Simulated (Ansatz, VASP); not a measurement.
## One calculation of MgS, two programs

```
Mg S
1.0
     4.03462    0.00000    0.00000
    -2.01731    3.49409    0.00000
     0.00000    0.00000    6.43229
Mg S
2 2
Direct
  0.66667 0.33333 0.51907
  0.33333 0.66667 0.01907
  0.33333 0.66667 0.37924
  0.66667 0.33333 0.87924
```

Change from the starting cell: all Mg atoms moved +0.150 Å, as atom 1 along Cartesian [0 0 1].

Alike in both runs: task single point; functional PBEsol; k mesh 6 × 6 × 4; occupations gaussian, width 0.05 eV; no spin polarisation.

|  | VASP | Ansatz |
| --- | --- | --- |
| version | VASP 6.6.1 | Ansatz 0.2.0 |
| potentials or method | VASP PAW PBE potentials, release 64 (Mg, S) | scalar-relativistic, plane waves, PAW |
| plane-wave cutoff (eV) | 520 | 420 |
| valence electrons in the cell | 16 | 32 |

VASP gave:

| Property | Result |
| --- | --- |
| gap on the k mesh at the Fermi level (eV) | 3.32 |
| least direct gap on the mesh (eV) | 3.32 |
| pressure (GPa) | 0.3 |
| largest component of the traceless stress (GPa) | 4.57 |
| rms of the force components (eV/Å) | 0.556 |

Problem. Estimate Ansatz's values.

Solution. gap on the k mesh at the Fermi level (eV): 3.32; least direct gap on the mesh (eV): 3.32; pressure (GPa): 0.3; largest component of the traceless stress (GPa): 4.55; rms of the force components (eV/Å): 0.554.

Atom by atom the forces differ by 0.002 eV/Å (rms over components). With one functional, cell and mesh, what is left measures potentials, basis and numerics. The two sets of potentials don't hold the same shells in valence.

Caveats: the PAW data sets were made with another functional, which shifts forces and pressure a little (VASP).
